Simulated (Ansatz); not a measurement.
The system is KZnF3.

```xyz
5
Lattice="4.0500 0.0000 0.0000 0.0000 4.0500 0.0000 0.0000 0.0000 4.0500" Properties=species:S:1:pos:R:3 pbc="T T T"
Zn    2.0250    2.0250    2.0250
K     0.0000    0.0000    0.0000
F     2.0250    0.0000    2.0250
F     0.0000    2.0250    2.0250
F     2.0250    2.0250    0.0000
```

Base run:

```yaml
Program: Ansatz 0.2.0
Functional: PBE
Potentials_or_basis: Ansatz PAW
Cutoff: "420 eV (not typed: the program's choice for these potentials)"
k_mesh: 7 × 7 × 7
Occupations: fermi-dirac, width 0.05 eV
Spin: no spin polarisation
```

Its results: band gap on the k mesh 3.97 eV, indirect (least direct gap 5.69 eV); pressure 4.6 GPa.

Task: After a change of settings the same cell gave: band gap on the k mesh 3.75 eV, indirect (least direct gap 5.42 eV); pressure -4.8 GPa. Which change was it?
A. functional from PBE to LDA
B. functional from PBE to r2SCAN; cutoff from 420 eV (not typed: the program's choice for these potentials) to 500 eV (not typed: the program's choice for these potentials)
C. functional from PBE to PBEsol

Result: A.

LDA binds more tightly than PBE, so the same cell stands under less pressure.

Caveats: the k mesh misses the band edges, so the gap on the mesh is wider than the one along the path; the PAW data sets come from PBE, with cores solved anew for the run's functional, which leaves a small shift of forces and pressure (some runs).
